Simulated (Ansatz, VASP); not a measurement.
**ZnS in VASP and in Ansatz**

File INCAR:

```
PREC = Accurate
ENCUT = 520
EDIFF = 1E-8
ISMEAR = -1
SIGMA = 0.01
LREAL = False
LASPH = True
NELM = 100
ALGO = Normal
ISIF = 2
LWAVE = False
LCHARG = False
GGA = PS
LEFG = True
NBANDS = 16
```

Contents of KPOINTS:

```
regular mesh
0
Gamma
  8 8 8
```

POSCAR

```
ZnS
1.0
    0.0000000000      2.6587996169      2.6587996169
    2.6587996169      0.0000000000      2.6587996169
    2.6587996169      2.6587996169      0.0000000000
Zn S
1 1
Direct
    0.0000000000      0.0000000000      0.0000000000
    0.7500000000      0.7500000000      0.7500000000
```

Input for Ansatz:

```yaml
crystal:
  lattice:
    - [0.0, 2.6587996169, 2.6587996169]
    - [2.6587996169, 0.0, 2.6587996169]
    - [2.6587996169, 2.6587996169, 0.0]
  atoms:
    - { symbol: Zn, position: [0.0, 0.0, 0.0] }
    - { symbol: S, position: [0.75, 0.75, 0.75] }
kpoints:
  mp_grid: { grid: [8, 8, 8] }
scf:
  occupations: { method: fermi_dirac, width: 0.01 }
hamiltonian:
  xc: pbesol
  pseudopotentials: { kind: paw }
output:
  forces: true
  stress: true
  eigenvalues: true
  efg: { contact_densities: true }
```

Change from the starting cell: volume scaled by 0.95, PAW files.

Alike in both runs: task electric field gradients; functional PBEsol; k mesh 8 × 8 × 8; occupations fermi-dirac, width 0.01 eV; no spin polarisation.

|  | VASP | Ansatz |
| --- | --- | --- |
| version | VASP 6.6.1 | Ansatz 0.2.0 |
| potentials or method | VASP PAW PBE potentials, release 64 (Zn, S) | PAW with Ansatz's default frozen-core files, scalar-relativistic |
| plane-wave cutoff (eV) | 520 | 420 |
| valence electrons in the cell | 18 | 18 |

```csv
,VASP,Ansatz,Ansatz less VASP
gap on the k mesh at the Fermi level (eV),2.19,2.18,-0.009
pressure (GPa),2.0,1.8,-0.21
Vzz of the field gradient on the site that differs most (V/Å²),0.0,0.0,0.00
```

Caveats: the PAW data sets were made with another functional, which shifts forces and pressure a little (VASP).
